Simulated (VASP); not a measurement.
# LiH (Fm-3m) in VASP: further runs, part 2 of 2

VASP 6.6.1.

## (4) Band structure, PBE0

The input, POSCAR:

```
LiH
1.0
    0.0000000000      2.0367500000      2.0367500000
    2.0367500000      0.0000000000      2.0367500000
    2.0367500000      2.0367500000      0.0000000000
Li H
1 1
Direct
    0.0000000000      0.0000000000      0.0000000000
    0.5000000000      0.5000000000      0.5000000000
```

The input, INCAR.step1:

```
SYSTEM = LiH
PREC = Accurate
ENCUT = 520
EDIFF = 1E-5
ISMEAR = 0
SIGMA = 0.02
LREAL = .FALSE.
LASPH = .TRUE.
NELM = 100
ALGO = Normal
ISIF = 2
LWAVE = .TRUE.
LCHARG = .FALSE.
NBANDS = 9
GGA = PE
KPAR = 4
```

The input, INCAR.step2:

```
SYSTEM = LiH
PREC = Accurate
ENCUT = 520
EDIFF = 1E-7
ISMEAR = 0
SIGMA = 0.02
LREAL = .FALSE.
LASPH = .TRUE.
NELM = 100
ALGO = Normal
ISIF = 2
LWAVE = .FALSE.
LCHARG = .FALSE.
GGA = PE
LHFCALC = .TRUE.
AEXX = 0.25
PRECFOCK = Fast
NBANDS = 9
ISTART = 1
HFRCUT = -1
KPAR = 4
```

The input, KPOINTS:

```
Automatic mesh
0
G
  8 8 8
  0 0 0
```

The input, KPOINTS_OPT:

```
path GXWKGLUWLK,UX
8
line-mode
reciprocal
 0.0000000000  0.0000000000  0.0000000000  G
 0.5000000000  0.0000000000  0.5000000000  X

 0.5000000000  0.0000000000  0.5000000000  X
 0.5000000000  0.2500000000  0.7500000000  W

 0.5000000000  0.2500000000  0.7500000000  W
 0.3750000000  0.3750000000  0.7500000000  K

 0.3750000000  0.3750000000  0.7500000000  K
 0.0000000000  0.0000000000  0.0000000000  G

 0.0000000000  0.0000000000  0.0000000000  G
 0.5000000000  0.5000000000  0.5000000000  L

 0.5000000000  0.5000000000  0.5000000000  L
 0.6250000000  0.2500000000  0.6250000000  U

 0.6250000000  0.2500000000  0.6250000000  U
 0.5000000000  0.2500000000  0.7500000000  W

 0.5000000000  0.2500000000  0.7500000000  W
 0.5000000000  0.5000000000  0.5000000000  L

 0.5000000000  0.5000000000  0.5000000000  L
 0.3750000000  0.3750000000  0.7500000000  K

 0.6250000000  0.2500000000  0.6250000000  U
 0.5000000000  0.0000000000  0.5000000000  X
```

Potentials or basis: VASP PAW PBE potentials, release 64 (Li_sv, H).

Run with:

```console
cat potpaw_PBE.64/Li_sv/POTCAR potpaw_PBE.64/H/POTCAR > POTCAR
cp INCAR.step1 INCAR
mpirun -np 4 vasp_std > vasp.out
cp INCAR.step2 INCAR
mpirun -np 4 vasp_std > vasp.out
```

OUTCAR:

```text
SYSTEM = LiH
   PREC = Accurate
   ENCUT = 520
   EDIFF = 1E-7
   ISMEAR = 0
   LREAL = .FALSE.
   LASPH = .TRUE.
   NELM = 100
   ISIF = 2
   GGA = PE
   LHFCALC = .TRUE.
   AEXX = 0.25
   PRECFOCK = Fast
   ISTART = 1

 ion  position               nearest neighbor table
   1  0.000  0.000  0.000-
   2  0.500  0.500  0.500-

  LATTYP: Found a face centered cubic cell.
 ALAT       =     4.0735000000

  Lattice vectors:

 A1 = (   0.0000000000,   2.0367500000,   2.0367500000)
 A2 = (   2.0367500000,   0.0000000000,   2.0367500000)
 A3 = (   2.0367500000,   2.0367500000,   0.0000000000)

Analysis of symmetry for initial positions (statically):
=====================================================================
 Subroutine PRICEL returns:
 Original cell was already a primitive cell.

 Routine SETGRP: Setting up the symmetry group for a
 face centered cubic supercell.

 Subroutine GETGRP returns: Found 48 space group operations
 (whereof 48 operations were pure point group operations)
 out of a pool of 48 trial point group operations.

The static configuration has the point symmetry O_h .

Analysis of symmetry for dynamics (positions and initial velocities):
=====================================================================
 Subroutine PRICEL returns:
 Original cell was already a primitive cell.

 Routine SETGRP: Setting up the symmetry group for a
 face centered cubic supercell.

 Subroutine GETGRP returns: Found 48 space group operations
 (whereof 48 operations were pure point group operations)
 out of a pool of 48 trial point group operations.

The dynamic configuration has the point symmetry O_h .

 Subroutine INISYM returns: Found 48 space group operations
 (whereof 48 operations are pure point group operations),
 and found     1 'primitive' translations

----------------------------------------------------------------------------------------

                                     Primitive cell

  volume of cell :      16.8983

  direct lattice vectors                    reciprocal lattice vectors
     0.000000000  2.036750000  2.036750000    -0.245489137  0.245489137  0.245489137
     2.036750000  0.000000000  2.036750000     0.245489137 -0.245489137  0.245489137
     2.036750000  2.036750000  0.000000000     0.245489137  0.245489137 -0.245489137

  length of vectors
     2.880399473  2.880399473  2.880399473     0.425199658  0.425199658  0.425199658

  position of ions in fractional coordinates (direct lattice)
     0.000000000  0.000000000  0.000000000
     0.500000000  0.500000000  0.500000000

  ion indices of the primitive-cell ions
   primitive index   ion index
                 1           1
                 2           2

----------------------------------------------------------------------------------------

 KPOINTS: Automatic mesh

Automatic generation of k-mesh.
 Grid dimensions read from file:
 generate k-points for:    8    8    8

 Generating k-lattice:

[... 44 lines left out ...]
   number of dos      NEDOS =    301   number of ions     NIONS =      2
   total plane-waves  NPLWV =  13824
   dimension x,y,z NGX =    24 NGY =   24 NGZ =   24
   dimension x,y,z NGXF=    48 NGYF=   48 NGZF=   48
   ions per type =               1   1
   NGX,Y,Z   is equivalent  to a cutoff of  13.85, 13.85, 13.85 a.u.
   NGXF,Y,Z  is equivalent  to a cutoff of  27.70, 27.70, 27.70 a.u.
 SYSTEM =  LiH
   PREC   = accura    normal or accurate (medium, high low for compatibility)
   ISTART =      1    job   : 0-new  1-cont  2-samecut
   ICHARG =      0    charge: 1-file 2-atom 10-const
   ISPIN  =      1    spin polarized calculation?
   LNONCOLLINEAR =      F non collinear calculations
   LSORBIT =      F    spin-orbit coupling
   LASPH  =      T    aspherical Exc in radial PAW
   ENCUT  =  520.0 eV  38.22 Ry    6.18 a.u.   5.36  5.36  5.36*2*pi/ulx,y,z
   NELM   =    100;   NELMIN=  2; NELMDL=  0     # of ELM steps
   EDIFF  = 0.1E-06   stopping-criterion for ELM
   LREAL  =      F    real-space projection
   EDIFFG = 0.1E-05   stopping-criterion for IOM
   NSW    =      0    number of steps for IOM
   IBRION =     -1    ionic relax: 0-MD 1-quasi-New 2-CG
   NFREE  =      0    steps in history (QN), initial steepest desc. (CG)
   ISIF   =      2    stress and relaxation
   ISYM   =      3    0-nonsym 1-usesym 2-fastsym
   POTIM  = 0.5000    time-step for ionic-motion
   TEBEG  =    0.0;   TEEND  =   0.0 temperature during run
   PSTRESS=    0.0 pullay stress
   NELECT =       4.0000    total number of electrons
   NUPDOWN=      -1.0000    fix difference up-down
   EMIN   =  10.00;   EMAX   =-10.00  energy-range for DOS
   EFERMI =   0.00;   METHOD = LEGACY
   ISMEAR =     0;   SIGMA  =   0.02  broadening in eV -4-tet -1-fermi 0-gaus
   EFERMI_NEDOS =   21; number of points for ismear=-14 and -15
   IALGO  =     38    algorithm
   IMIX   =      1    mixing-type and parameters
     AMIX     =   0.40;   BMIX     =  1.00
     AMIX_MAG =   1.60;   BMIX_MAG =  1.00
  volume/ion in A,a.u.               =       8.45        57.02
  Fermi-wavevector in a.u.,A,eV,Ry     =   1.012699  1.913724 13.953585  1.025560
  Thomas-Fermi vector in A             =   2.145824
   LORBIT       =      0    0 simple, 1 ext, 2 COOP (PROOUT), +10 PAW based schemes
   GGA     = PE    functional components
   LHFCALC =     T    Hartree Fock is set to
   PRECFOCK=fast      Normal, Fast or Accurate (Low or Medium for compatibility)
   ENCUT4O =  -1.0   cutoff for four orbital integrals eV
   NKREDX  =     1    reduce k-point grid by
   NKREDY  =     1    reduce k-point grid by
   NKREDZ  =     1    reduce k-point grid by
   AEXX    =    0.2500 exact exchange contribution
   HFSCREEN=    0.0000 screening length (either q_TF or 0.3 A-1)
   HFSCREENC=   0.0000 screening length for correlation (either q_TF or 0.3 A-1)
   ENCUTFOCK=  -1.0 apply spherical cutoff to Coloumb kernel
   IVDW    =     0    specifies the selected vdW correction
   LEPSILON=     F    determine dielectric tensor
   LRPA    =     F    only Hartree local field effects (RPA)
 non-spin polarized calculation
 Gauss-broadening in eV      SIGMA  =   0.02
  energy-cutoff  :      520.00
  volume of cell :       16.90
 maximum number of plane-waves:       469
 NGX is ok and might be reduce to    24
  NGX = 14; NGY = 14; NGZ = 14

 number of electron       3.9999999 magnetization

 Free energy of the ion-electron system (eV)
  ---------------------------------------------------
  ext. energy  EPLUGINS =         0.00000000
  ---------------------------------------------------
  free energy    TOTEN  =        -7.12776833 eV

  energy without entropy =       -7.12776833  energy(sigma->0) =       -7.12776833

 E-fermi :  -1.0616     XC(G=0):  -6.6138

 val. band max:       -1.1715019884   @ k =   0.5000   0.5000   0.0000
 cond. band min:       3.5073153716   @ k =   0.5000   0.5000   0.0000
 fundamental gap:      4.6788173601
 Fermi energy:        -1.0616358066

 k-point     1 :       0.0000    0.0000    0.0000
  band No.  band energies     occupation
      1     -48.5808      2.00000
      2      -7.1210      2.00000
      3      16.8626      0.00000
      4      18.5556      0.00000
      5      18.5556      0.00000
      6      18.5556      0.00000
      7      23.0408      0.00000
      8      23.0408      0.00000
      9      23.0408      0.00000
[... 265 lines left out ...]
 k-point    24 :      -0.3750    0.2500    0.1250
  band No.  band energies     occupation
      1     -48.5319      2.00000
      2      -2.9600      2.00000
      3       5.6077      0.00000
      4       9.5015      0.00000
      5      13.9172      0.00000
      6      17.1000      0.00000
      7      23.5739      0.00000
      8      26.5935      0.00000
      9      27.7073      0.00000

 [... further k-points ...]

------------------------ aborting loop because EDIFF is reached ----------------------------------------

  FORCE on cell =-STRESS in cart. coord.  units (eV):
  Direction    XX          YY          ZZ          XY          YZ          ZX
  --------------------------------------------------------------------------------------
  -------------------------------------------------------------------------------------
  Total       -0.2361901     -0.2361901     -0.2361901     -0.0000000      0.0000000      0.0000000
  in kB      -22.3938713    -22.3938713    -22.3938713     -0.0000000      0.0000000      0.0000000
  external PRESSURE =     -22.3938713 kB  Pullay stress =       0.0000000 kB

 VOLUME and BASIS-vectors are now :
 -----------------------------------------------------------------------------
  energy-cutoff  :      520.00
  volume of cell :       16.90
      direct lattice vectors                 reciprocal lattice vectors
     0.000000000  2.036750000  2.036750000    -0.245489137  0.245489137  0.245489137
     2.036750000  0.000000000  2.036750000     0.245489137 -0.245489137  0.245489137
     2.036750000  2.036750000  0.000000000     0.245489137  0.245489137 -0.245489137

 POSITION                                       TOTAL-FORCE (eV/Angst)
 -----------------------------------------------------------------------------------
      0.00000      0.00000      0.00000         0.000000      0.000000      0.000000
      2.03675      2.03675      2.03675        -0.000000     -0.000000     -0.000000
 -----------------------------------------------------------------------------------
    total drift:                                0.000000      0.000000      0.000000

  FREE ENERGIE OF THE ION-ELECTRON SYSTEM (eV)
  ---------------------------------------------------
  free  energy   TOTEN  =        -7.1277683328 eV

  energy  without entropy=       -7.1277683328  energy(sigma->0) =       -7.12776833
```

Wall time 2.5 min (4 MPI ranks of Intel Xeon Platinum 8259CL at 2.50GHz (Skylake/Cascade Lake), shared host); peak memory 0.18 GiB.

Results:

```yaml
Free_energy: -7.1278 eV
Band_gap_on_the_k_mesh: 4.68 eV, direct
Band_gap_along_the_path: 4.68 eV, direct
```

Levels at the corners of the path, in eV from the valence-band top:
| point | band 1 | band 2 | band 3 | band 4 | band 5 | band 6 | band 7 |
| --- | --- | --- | --- | --- | --- | --- | --- |
| Γ | -47.41 | -5.95 | 18.03 | 19.73 | 19.73 | 19.73 | 24.21 |
| X | -47.36 | 0.00 | 4.68 | 12.67 | 12.67 | 15.68 | 18.98 |
| X | -47.36 | 0.00 | 4.68 | 12.67 | 12.67 | 15.68 | 18.98 |
| W | -47.35 | -0.23 | 7.04 | 7.04 | 13.50 | 19.50 | 25.68 |
| W | -47.35 | -0.23 | 7.04 | 7.04 | 13.50 | 19.50 | 25.68 |
| K | -47.36 | -0.52 | 5.87 | 9.32 | 13.81 | 17.95 | 22.87 |
| K | -47.36 | -0.52 | 5.87 | 9.32 | 13.81 | 17.95 | 22.87 |
| Γ | -47.41 | -5.95 | 18.03 | 19.73 | 19.73 | 19.73 | 24.21 |
| Γ | -47.41 | -5.95 | 18.03 | 19.73 | 19.73 | 19.73 | 24.21 |
| L | -47.37 | -2.78 | 6.55 | 15.56 | 18.31 | 18.31 | 20.88 |
| L | -47.37 | -2.78 | 6.55 | 15.56 | 18.31 | 18.31 | 20.88 |
| U | -47.36 | -0.52 | 5.87 | 9.32 | 13.81 | 17.95 | 22.87 |
| U | -47.36 | -0.52 | 5.87 | 9.32 | 13.81 | 17.95 | 22.87 |
| W | -47.35 | -0.23 | 7.04 | 7.04 | 13.50 | 19.50 | 25.68 |
| W | -47.35 | -0.23 | 7.04 | 7.04 | 13.50 | 19.50 | 25.68 |
| L | -47.37 | -2.78 | 6.55 | 15.56 | 18.31 | 18.31 | 20.88 |
| L | -47.37 | -2.78 | 6.55 | 15.56 | 18.31 | 18.31 | 20.88 |
| K | -47.36 | -0.52 | 5.87 | 9.32 | 13.81 | 17.95 | 22.87 |
| U | -47.36 | -0.52 | 5.87 | 9.32 | 13.81 | 17.95 | 22.87 |
| X | -47.36 | 0.00 | 4.68 | 12.67 | 12.67 | 15.68 | 18.98 |

Caveat: the cutoff is under 1.25 times the usual one of these potentials, so pressure, stress and relaxed cells hold a basis-set (Pulay) error; the PAW data sets were made with another functional, which shifts forces and pressure a little.

## (5) EvGW0 quasiparticle levels, PBE

POSCAR is that of step 4.

The input, INCAR.step1:

```
  PREC = Accurate
  ENCUT = 500
  EDIFF = 1E-8
  ISMEAR = 0
  SIGMA = 0.01
  LREAL = F
  LASPH = T
  NELM = 80
  ALGO = Normal
  LWAVE = T
  LCHARG = F
  GGA = PE
```

The input, INCAR.step2:

```
  PREC = Accurate
  ENCUT = 500
  EDIFF = 1E-8
  ISMEAR = 0
  SIGMA = 0.01
  LREAL = F
  LASPH = T
  NELM = 1
  ALGO = Exact
  LWAVE = T
  LCHARG = F
  GGA = PE
  NBANDS = 64
  LOPTICS = T
  ISTART = 1
```

The input, INCAR.step3:

```
  PREC = Accurate
  ENCUT = 500
  EDIFF = 1E-8
  ISMEAR = 0
  SIGMA = 0.01
  LREAL = F
  LASPH = T
  ALGO = EVGW0
  LWAVE = F
  LCHARG = F
  GGA = PE
  NELMGW = 4
  NBANDS = 64
  ENCUTGW = 200
  NOMEGA = 64
  PRECFOCK = Fast
  ISTART = 1
  NBANDSGW = 9
```

The input, KPOINTS:

```
Automatic mesh
0
Gamma
  6 6 6
```

Potentials or basis: VASP PAW PBE potentials, release 64 (Li_GW, H_GW).

Run with:

```console
cat potpaw_PBE.64/Li_GW/POTCAR potpaw_PBE.64/H_GW/POTCAR > POTCAR
cp INCAR.step1 INCAR
mpirun -np 1 vasp_std > vasp.out
cp INCAR.step2 INCAR
mpirun -np 1 vasp_std > vasp.out
cp INCAR.step3 INCAR
mpirun -np 1 vasp_std > vasp.out
```

OUTCAR:

```text
PREC = Accurate
   ENCUT = 500
   EDIFF = 1E-8
   ISMEAR = 0
   LREAL = F
   LASPH = T
   GGA = PE
   NELMGW = 4
   ENCUTGW = 200
   PRECFOCK = Fast
   ISTART = 1

 ion  position               nearest neighbor table
   1  0.000  0.000  0.000-   2 2.04   2 2.04   2 2.04   2 2.04   2 2.04   2 2.04
   2  0.500  0.500  0.500-   1 2.04   1 2.04   1 2.04   1 2.04   1 2.04   1 2.04

  LATTYP: Found a face centered cubic cell.
[... 177 lines left out ...]
  NGX = 14; NGY = 14; NGZ = 14
   NGX = 11   NGY = 11   NGZ = 11
 maximum number of plane-waves:       116
 NGX is ok and might be reduce to    14

 QP shifts <psi_nk| G(iteration)W_0 |psi_nk>: iteration 1
 for sc-GW calculations column KS-energies equals QP-energies in previous step
 and V_xc(KS)=  KS-energies - (<T + V_ion + V_H > + <T+V_H+V_ion>^1  + <V_x>^1)

 k-point   1 :       0.0000    0.0000    0.0000
  band No.  KS-energies  QP-energies   sigma(KS)   V_xc(KS)     V^pw_x(r,r')   Z            occupation Imag(sigma)

      1      -8.0261      -9.4836     -11.4489      -9.2233     -14.9842       0.6549       2.0000       0.1669
      2      12.7317      13.2091     -10.4335     -11.1598      -4.1462       0.6573       0.0000      -0.8083
      3      14.6616      15.6576      -6.4871      -7.8344      -1.3472       0.7393       0.0000      -0.5007
      4      14.6616      15.6576      -6.4871      -7.8344      -1.3472       0.7393       0.0000      -0.5007
      5      14.6616      15.6576      -6.4871      -7.8344      -1.3472       0.7393       0.0000      -0.5007
      6      19.2973      19.7158      -6.7166      -7.1279      -1.0736       1.0177       0.0000      -2.1753
      7      19.2973      19.7158      -6.7166      -7.1279      -1.0736       1.0177       0.0000      -2.1753
      8      19.2973      19.7158      -6.7166      -7.1279      -1.0736       1.0177       0.0000      -2.1753
      9      20.8954      21.4685      -5.9242      -6.6298      -0.7934       0.8123       0.0000      -1.7687
[... 816 lines left out ...]
      1      -4.5903      -4.6008     -12.7819       8.1776     -14.4515       0.7502       2.0000       0.0505
      2       1.9962       1.9990      -6.5411       8.5409      -3.0120       0.7866       0.0000      -0.0582
      3       5.0136       5.0186      -6.4857      11.5059      -2.4194       0.7603       0.0000      -0.0796
      4       9.2637       9.2709      -6.7648      16.0383      -2.0969       0.7387       0.0000      -0.2097
      5      15.1326      15.1420      -7.3791      22.5247      -1.7321       0.7263       0.0000      -0.7247
      6      17.1561      17.1630      -6.5985      23.7635      -1.1406       0.7711       0.0000      -1.3629
      7      26.7502      26.7473      -5.8945      32.6415      -0.7900       0.8880       0.0000      -2.2120
      8      27.3661      27.3639      -6.6305      33.9941      -1.4175       0.8605       0.0000      -2.4054
      9      34.6092      34.6069      -6.1415      40.7479      -1.1149       0.8187       0.0000      -2.2606
```

OUTCAR.step2:

```text
PREC = Accurate
   ENCUT = 500
   EDIFF = 1E-8
   ISMEAR = 0
   LREAL = F
[... 802 lines left out ...]
     0.00000     4.53516     4.53516     4.53516    -0.00000    -0.00000     0.00000
     1.81298     5.16926     5.16926     5.16926    -0.00000    -0.00000     0.00000
     3.62597     5.79753     5.79753     5.79753    -0.00000    -0.00000     0.00000
     5.43895     8.94286     8.94286     8.94286    -0.00000    -0.00000     0.00000
     7.25193    -1.82344    -1.82344    -1.82344     0.00000     0.00000    -0.00000
     9.06492    -0.87616    -0.87616    -0.87616     0.00000    -0.00000    -0.00000
[... 92 lines left out ...]
   177.67235     0.99462     0.99462     0.99462     0.00000     0.00000    -0.00000
   179.48534     0.99473     0.99473     0.99473     0.00000     0.00000    -0.00000
```

Run time: 7.9 min. Hardware: 1 thread of Intel Xeon Platinum 8488C (Sapphire Rapids), shared host; peak memory 0.29 GiB.

What came out:

- Band gap on the k mesh, mean-field level: 3.02 eV, direct
- Quasiparticle gap: 5.41 eV
- Least direct quasiparticle gap: 5.41 eV

Quasiparticle gap after each update of the energies (eV): 5.01, 5.34, 5.40, 5.41

Caveat: the k mesh is coarse (spacing up to 0.45 Å⁻¹), so the values aren't converged; bands, screening cutoff and mesh are small and nothing is extrapolated, so the quasiparticle values aren't converged.

## (6) The runs side by side

| task | level | potentials or basis | k mesh | cutoff (eV) | smearing | ladder | grid for exact exchange (PRECFOCK) | screening parameter | exchange at q = 0 | cutoff of the response function | mesh quality | gap on the mesh (eV) |
| --- | --- | --- | --- | --- | --- | --- | --- | --- | --- | --- | --- | --- |
| band structure | HSE06 | VASP PAW PBE potentials, release 64 (Li_sv, H) | 8 × 8 × 8 | 520 | gaussian 0.02 eV | free | Fast | 0.2 1/A | - | - | not flagged | 4.01 |
| band structure | HSE03 | VASP PAW PBE potentials, release 64 (Li_sv, H) | 8 × 8 × 8 | 520 | gaussian 0.02 eV | free | Fast | - | - | - | not flagged | 3.80 |
| band structure | PBE0 | VASP PAW PBE potentials, release 64 (Li_sv, H) | 8 × 8 × 8 | 520 | gaussian 0.02 eV | free | Fast | - | truncated | - | not flagged | 4.68 |
| evGW0 quasiparticle levels | PBE | VASP PAW PBE potentials, release 64 (Li_GW, H_GW) | 6 × 6 × 6 | 500 | gaussian 0.01 eV | - | - | - | - | 200 | coarse | - |

Alike in all rows: no spin polarisation; cell as given.

Caveats: some runs use coarse meshes; the cutoff is under 1.25 times the usual one of these potentials, so pressure, stress and relaxed cells hold a basis-set (Pulay) error (some runs); the PAW data sets were made with another functional, which shifts forces and pressure a little (some runs); bands, screening cutoff and mesh are small and nothing is extrapolated, so the quasiparticle values aren't converged (some runs).

Absolute energies hang on the potentials; compare differences alone.
